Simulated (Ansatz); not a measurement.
# A series in volume per atom on CdSe

All results are calculated (Ansatz 0.2.0). Periodic Kohn-Sham DFT of a crystal at fixed atoms; pressure and stress are positive in compression; the energy is the free energy less that of spherical unpolarised free atoms; site moments are those in the method's own spheres, positive along +z.

Cell of the first row (space group Fm-3m, No. 225):
```
CdSe
1.0
      0.0000     2.8158     2.8158
      2.8158     0.0000     2.8158
      2.8158     2.8158     0.0000
Cd Se
1 1
Direct
  0.00000 0.00000 0.00000
  0.50000 0.50000 0.50000
```

Settings of every row: method all-electron LAPW; functional PBEsol; relativity scalar; k mesh 11x11x11; filling fermi-dirac; smearing width 0.05 eV; basis error target 0.5 meV/atom; nucleus gaussian.

Atom start moment: 0 on all atoms.

Limits: the cell comes from a prototype or a list of computed structures and needn't be the stable phase.

```csv
row,volume per atom (Å³),pressure (GPa),energy less free atoms (eV/atom)
1,22.325,-0.151,-2.9992
2,23.263,?,?
3,23.738,-3.865,-2.9805
4,24.213,-4.835,-2.9676
5,25.162,-6.446,-2.9339
```

Question: what pressure and energy less free atoms should row 2 give?

Worked fit of pressure. Take u = (V_r/V)^(2/3) − 1 with V_r = 23.976 Å³ an atom, which is twice the finite (Eulerian) strain; such expansions in the strain, on which the Birch-Murnaghan equation of state is built, carry the rest volume and the bulk modulus. The shown rows have u = 0.04871, 0.00667, -0.00654, -0.03168. Least squares give pressure = −4.3664 + 73.862 × u + 260.15 × u² GPa; a straight line predicts inner rows, each left out in turn, worse (root mean square 0.26 against 0.0065 GPa). The rows lie off it by 0.000, -0.003, 0.003, -0.001. The withheld row has u = 0.02033, so the fit gives −4.3664 + 73.862 × (0.02033) + 260.15 × (0.02033)² = -2.757 GPa.

The calculation gave -2.768 GPa. The fit lies 0.011 GPa (0.17 % of the column's range) above it; its largest miss of a shown row is 0.003 GPa.

Worked fit of energy less free atoms. Take u = (V_r/V)^(2/3) − 1 with V_r = 23.976 Å³ an atom, which is twice the finite (Eulerian) strain; such expansions in the strain, on which the Birch-Murnaghan equation of state is built, carry the rest volume and the bulk modulus. The shown rows have u = 0.04871, 0.00667, -0.00654, -0.03168. Least squares give energy less free atoms = −2.97441 − 0.9754 × u + 9.574 × u² eV/atom; a straight line predicts inner rows, each left out in turn, worse (root mean square 0.0097 against 3.3e-05 eV/atom). All shown rows lie on it to the printed digit. The withheld row has u = 0.02033, so the fit gives −2.97441 − 0.9754 × (0.02033) + 9.574 × (0.02033)² = -2.9903 eV/atom.

The calculation gave -2.9904 eV/atom. The fit lies 0.0001 eV/atom (0.15 % of the column's range) above it, one unit of the last digit.
